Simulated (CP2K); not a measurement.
Runs of CP2K 2026.2 on PtSe2 (Sudovikovite). The structure is trigonal, space group P-3m1 (No. 164). The conventional cell has a = 3.724 Å, b = 3.724 Å, c = 5.062 Å, α = 90.00°, β = 90.00°, γ = 120.00°. Pt (site symmetry -3m) is surrounded by 6 Se at 2.49 Å. Se (site symmetry 3m) is surrounded by 3 Pt at 2.49 Å. 

```csv
level,potentials or basis,smearing,EPS_DEFAULT,NGRIDS,points a segment of the path (NPOINTS),bands added on the path,CUTOFF of the grids,gap on the mesh (eV),pressure (GPa),largest force (eV/Å)
r2SCAN,"POTENTIAL_UZH Pt GTH-SCAN-q18, Se GTH-SCAN-q6; TZVP-MOLOPT-SCAN-GTH basis",fermi-dirac 0.1 eV,1.0E-9,5,10,2,675 Ry,none,6.0,0.55
PBEsol,"POTENTIAL_UZH Pt GTH-PBE-q18, Se GTH-PBE-q6; TZVP-MOLOPT-PBE-GTH basis",fermi-dirac 0.05 eV,1.0E-10,4,8,2,450 Ry,none,(b),0.58
PBE,"POTENTIAL_UZH Pt GTH-PBE-q18, Se GTH-PBE-q6; TZVP-MOLOPT-PBE-GTH basis",fermi-dirac 0.0259 eV,1.0E-9,4,6,2,450 Ry,none,8.5,(a)
TB-mBJ,"POTENTIAL_UZH Pt GTH-PBE-q18, Se GTH-PBE-q6; TZVP-MOLOPT-PBE-GTH basis",fermi-dirac 0.05 eV,1.0E-9,4,10,6,675 Ry,none,-,-
PBE,"POTENTIAL_UZH Pt GTH-PBE-q18, Se GTH-PBE-q6; TZVP-MOLOPT-PBE-GTH basis",fermi-dirac 0.05 eV,1.0E-9,4,6,2,450 Ry,none,8.5,0.72
LDA,"GTH_POTENTIALS Pt GTH-PADE-q18, Se GTH-PADE-q6; TZVP-MOLOPT-PBE-GTH basis",fermi-dirac 0.0259 eV,1.0E-9,4,10,6,450 Ry,none,-3.1,0.32
```

Alike in all rows: task band structure; no spin polarisation; cell as given; k mesh 8 × 8 × 5.

Problem. Fill in the values left out.

Solution. (a) 0.71; (b) 4.5.

Caveats: spin-orbit coupling is left out, which moves the levels of the heavy elements; the basis of atomic orbitals isn't converged, which shifts pressures, moduli and gaps; the potentials were made for another functional, which shifts forces and pressure (some runs); this is a model potential without an energy functional, so only levels have meaning (some runs).

A k mesh can miss the band edges, and the runs leave out spin-orbit coupling on Pt, Se.

A gap of «none» marks a metal or a gap under the smearing width.
